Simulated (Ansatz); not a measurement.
# The I–V curve of a Zr/MoS2/Zr junction, part 2 of 2

Wanted: I(V) for Zr/MoS2/Zr. Both electrodes are Zr hcp(0001); the barrier is MoS2 2H layers (two layers in the relaxed core). In the first transport cell, after relaxation, the nearest pair of electrode and barrier is Zr–S at 2.62 Å, along the normal, at the lower face and Zr–S at 2.61 Å, along the normal, at the upper one. All share a net of side 3.17 Å, which strains the lower electrode by -1.9 % and the barrier by +0.0 %, against typed lattice constants near PBE's. The first steps treat the bulk electrodes alone.

Ansatz 0.2.0; PBE+D3(BJ) DFT, plane waves, PAW files (the session's first sound run).

So far. Step 3 (Relaxation): The largest force component on a free atom ends at 0.022 eV/Å. At one or more of this run's solves the program warned of density in the dipole ramp over its bound, where dipole, forces and levels can be off. Step 4 (The voltage sweep): All 7 points reached self-consistency. On every other mesh point the currents change by up to 36 %. The leads' potential repeats within 79 meV, on the large side, so longer leads could move the currents.

### Step 5. The open system: T(E)

This step: PBE DFT, plane waves, PAW files; ballistic transmission by layer matching between semi-infinite leads (Ansatz 0.2.0).

The relaxed core is set between ideal electrode layers (this cell holds 6 atomic planes between the electrodes; where that differs from the relaxed slab, whole periods were copied in or cut out without a new relaxation), which the solver continues as semi-infinite leads. A wide energy window on a coarse mesh (12×12) shows where the Fermi level lies against the barrier's bands; the projected density of states shows how far the metals' states reach in.

File input.yaml:

```yaml
crystal:
  lattice:
    - [3.17, 0.0, 0.0]
    - [-1.585, 2.74530053, 0.0]
    - [0.0, 0.0, 79.7635894681]
  atoms:
    - { symbol: Zr, position: [0.0, 0.0, 0.0877593404] }
    - { symbol: Zr, position: [0.33333333, 0.66666667, 0.1199529005] }
    - { symbol: Zr, position: [0.0, 0.0, 0.1521464607] }
    - { symbol: Zr, position: [0.33333333, 0.66666667, 0.1843400208] }
    - { symbol: Zr, position: [0.0, 0.0, 0.2165335809] }
    - { symbol: Zr, position: [0.33333333, 0.66666667, 0.2487271411] }
    - { symbol: Zr, position: [0.0, 0.0, 0.2809207012] }
    - { symbol: Zr, position: [0.33333333, 0.66666667, 0.3131142613] }
[... 16 atom lines left out ...]
    - { symbol: Zr, position: [0.0, 0.0, 0.8156599792] }
    - { symbol: Zr, position: [0.66666667, 0.33333333, 0.8478535393] }
    - { symbol: Zr, position: [0.0, 0.0, 0.8800470995] }
    - { symbol: Zr, position: [0.66666667, 0.33333333, 0.9122406596] }
kpoints:
  mp_grid: { grid: [12, 12, 1] }
scf:
  occupations: { method: fermi_dirac, width: 0.1 }
  max_iter: 150
hamiltonian:
  xc: pbe
output:
  transmission:
    kmesh: [12, 12]
    e_range: [-2, 3]
    de: 0.1
    leads: [[4, 6], [22, 24]]
  dos: { projected: true, e_range: [-6, 5], de: 0.05 }
  write_potential: true
  write_density: true
  volumetric_format: npy
```

Started as:

```console
$ ansatz run input.yaml --threads 8 --pin off --max-ram 20480MiB --backend cpu --events-out ev --progress --plain --runs-dir out
```

Wall time 2.6 min (8 threads of Arm Neoverse V1, shared host); peak memory 6.1 GiB; 19 min of CPU time.

This step gave:

| Item | Value |
| --- | --- |
| level to which the leads are filled | 0 eV from the Fermi level |
| transmission at the Fermi level (a spin, zone mean) | 0.01688 |
| channels of the lower lead | 0.7222 |
| channels of the upper lead | 0.8056 |
| potential step in the lower lead | 28.1 meV |
| potential step in the upper lead | 19.1 meV |

One spin. Table of transmission, zone mean by energy, zero at the Fermi level:

```csv
energy (eV),"transmission, zone mean"
-2.00,0.0523
-1.80,0.0300
-1.50,0.0103
-1.30,8.3e-4
-1.00,0.00584
-0.80,0.0198
-0.60,0.00890
-0.30,0.0175
-0.10,0.00152
0.00,0.0169
0.10,0.0227
0.40,0.0641
0.60,0.0960
0.70,0.174
0.90,0.155
1.10,0.138
1.30,0.129
1.40,0.233
1.60,0.133
1.70,0.323
1.80,0.220
2.00,0.396
2.10,0.479
2.30,0.446
2.50,0.378
2.80,0.356
3.00,0.238
```

One spin. Open channels, zone mean against energy, zero at the Fermi level:

```csv
energy (eV),lower lead,upper lead
-2.00,0.826,0.826
-1.90,0.910,0.910
-1.70,0.493,0.493
-1.60,0.701,0.701
-1.50,0.910,0.910
-1.30,1.02,1.02
-1.20,1.03,1.03
-1.10,1.16,1.16
-0.90,1.52,1.52
-0.80,1.44,1.44
-0.60,1.35,1.35
-0.50,1.10,1.10
-0.40,0.646,0.646
-0.20,0.354,0.354
-0.10,0.646,0.646
0.00,0.722,0.806
0.20,1.29,1.29
0.30,1.47,1.47
0.40,1.10,1.10
0.60,1.64,1.64
0.70,1.33,1.33
0.80,1.42,1.42
1.00,1.06,1.06
1.10,1.27,1.27
1.20,1.02,1.06
1.40,1.35,1.35
1.50,1.45,1.45
1.60,1.37,1.37
1.80,1.22,1.22
1.90,1.12,1.12
2.10,1.03,1.03
2.20,1.12,1.12
2.30,1.08,1.08
2.50,1.17,1.17
2.60,1.17,1.17
2.70,1.09,1.09
2.90,1.01,1.01
3.00,1.09,1.09
```

Transmission over k1 and k2. At 0.0000 eV from the Fermi level; zeros and values more than six decades under the largest are shown at that floor.

log10 of the mean of each cell; the least values stand at a floor. Values, 12 rows by 12 columns:
```
-6.9 -6.9 -6.9 -6.9 -6.9 -6.9 -6.9 -6.9 -3.0 -0.9 -0.9 -3.0
-3.3 -6.9 -6.9 -6.9 -6.9 -6.9 -6.9 -6.9 -3.3 -0.9 -6.9 -0.9
-2.5 -6.9 -6.9 -6.9 -6.9 -6.9 -6.9 -6.9 -6.9 -2.5 -0.9 -0.9
-3.3 -6.9 -6.9 -6.9 -0.9 -2.4 -0.9 -6.9 -6.9 -6.9 -3.3 -3.0
-6.9 -6.9 -6.9 -6.9 -2.4 -4.0 -4.0 -2.4 -6.9 -6.9 -6.9 -6.9
-6.9 -6.9 -6.9 -6.9 -0.9 -4.0 -4.5 -4.0 -0.9 -6.9 -6.9 -6.9
-6.9 -6.9 -6.9 -6.9 -6.9 -2.4 -4.0 -4.0 -2.4 -6.9 -6.9 -6.9
-3.3 -3.0 -3.3 -6.9 -6.9 -6.9 -0.9 -2.4 -0.9 -6.9 -6.9 -6.9
-2.5 -0.9 -0.9 -2.5 -6.9 -6.9 -6.9 -6.9 -6.9 -6.9 -6.9 -6.9
-3.3 -0.9 -6.9 -0.9 -3.3 -6.9 -6.9 -6.9 -6.9 -6.9 -6.9 -6.9
-6.9 -3.0 -0.9 -0.9 -3.0 -6.9 -6.9 -6.9 -6.9 -6.9 -6.9 -6.9
-6.9 -6.9 -3.3 -2.5 -3.3 -6.9 -6.9 -6.9 -3.3 -2.5 -3.3 -6.9
```
Columns: k1 (b1) from -0.5 to 0.417; rows upwards: k2 (b2) from -0.5 to 0.417.

Open channels of the lower lead over k1 and k2. At 0.0000 eV from the Fermi level.

Ten even steps from '0' (0.00) to '9' (2.00):
```
000000009999
900000009909
900000000999
900095900099
000059950000
000099999000
000005995000
999000959000
999900000000
990990000000
099990000000
009990009990
```
Columns: k1 (b1) from -0.5 to 0.417; rows upwards: k2 (b2) from -0.5 to 0.417.

Projected DOS an atom over height of the atomic layer and energy from the Fermi level. Layers: Zr Zr Zr Zr Zr Zr Zr Zr Zr Zr Zr S Mo S S Mo S Zr Zr Zr Zr Zr Zr Zr Zr Zr Zr Zr; projections on atoms miss part of the total, and the computed bands can run out at the top of the range; a column is the mean of 2 neighbouring layers, the last of those left over.

Ten even steps from '0' (0.00 states/eV) to '9' (1.88 states/eV), each cell a mean:
```
99997411589999
74344411344447
63333311333336
77888300378877
88788300388788
66665200356666
45554211255554
55455354355455
77777466487777
66666323366666
45555322365554
35554244245553
12221366212221
11111255211111
00001355310000
00000133100000
00000265200000
00000134200000
00000133200000
00000222100000
00000454400000
00000223200000
```
Columns: height of the atomic layer (Å) from 8.28 to 71.5 (not evenly spaced); rows upwards: energy from the Fermi level (eV) from -6 to 0.4.

At the Fermi level the transmission is 0.017, as a zone mean for one spin on this coarse mesh. At the Fermi level the layers of this cell's barrier hold from 0.062 to 0.50 states an eV and atom: none is empty there, through tails of the electrodes' states or through bands of its own. In the worse lead the potential repeats within 28 meV, which the program flags as too much for a lead, so G carries that doubt.

### Step 6. A check of the settings

This step: PBE DFT, plane waves, PAW files; current against voltage, self-consistent between two reservoirs; changed: output.current_voltage.de = 0.1 (Ansatz 0.2.0).

The setting was drawn as a possible misstep, on purpose. Where the input is shown as a difference, that is against the step before, not the twin.

Changes to input.yaml since step 5:

```diff
@@ -42,8 +42,8 @@
 output:
-  transmission:
-    kmesh: [12, 12]
-    e_range: [-2, 3]
+  current_voltage:
+    bias: [0.4, 0.8, 1.6, -0.4, -0.8, -1.6]
+    kmesh: [24, 24]
+    leads: [[4, 6], [22, 24]]
+    electrode_ends: [10, 17]
     de: 0.1
-    leads: [[4, 6], [22, 24]]
-  dos: { projected: true, e_range: [-6, 5], de: 0.05 }
   write_potential: true
```

Run time: 0.05 s. Hardware: 8 threads; peak memory 0.087 GiB.

The program refused the input before any cycle.

The program's message: “Error: inconsistent input (output.current_voltage.de, output.current_voltage.temperature): de is over the widest step at this temperature, 0.0387 eV: lower de, or raise temperature”

The change that led to it: output.current_voltage.de = 0.1.

### Step 7. Outcome

```
conductance at zero bias  : 1.4e13 S/m²
current density at -1.6 V : -1.0e13 A/m²
current density at -0.8 V : -7.4e12 A/m²
current density at -0.4 V : -1.1e12 A/m²
current density at +0.4 V : 1.9e12 A/m²
current density at +0.8 V : 7.4e12 A/m²
current density at +1.6 V : 1.1e13 A/m²
```

In words: At 1.6 V the junction carries 1.1e13 A/m². Against the linear law (zero-bias conductance times bias) the currents are 0.47 (-1.6 V), 0.68 (-0.8 V), 0.20 (-0.4 V), 0.35 (+0.4 V), 0.68 (+0.8 V) and 0.52 (+1.6 V) times as large. At the Fermi level the layers of the barrier in the wide-window run (6 planes) hold from 0.062 to 0.50 states an eV and atom: none is empty there, through tails of the electrodes' states or through bands of its own. The forward current is 1.7 times the reverse one at ±0.4 V, 1.00 times the reverse one at ±0.8 V and 1.1 times the reverse one at ±1.6 V. On every other mesh point the current differs by up to 36 %, and the leads' misfit reaches 79 meV; ratios near 1 within such errors aren't resolved. Between 98 and 98 % of the bias drops across the junction. No spin-orbit coupling, phonons, disorder or image charges enter; the interfaces are ordered, one cell wide and lattice-matched by strain. Semilocal gaps are too small, which can bring a band edge of the barrier nearer to the Fermi level than it is.

[Logs are printed without paths, hosts, clocks, repeated set-up lines and the standing remarks that a program may print on its own settings, such as how far it seeks lower states.]

[Hosts, paths, dates, database ids (printed as entryN), source tags and the programs' standing remarks are cut or masked in the printed files.]
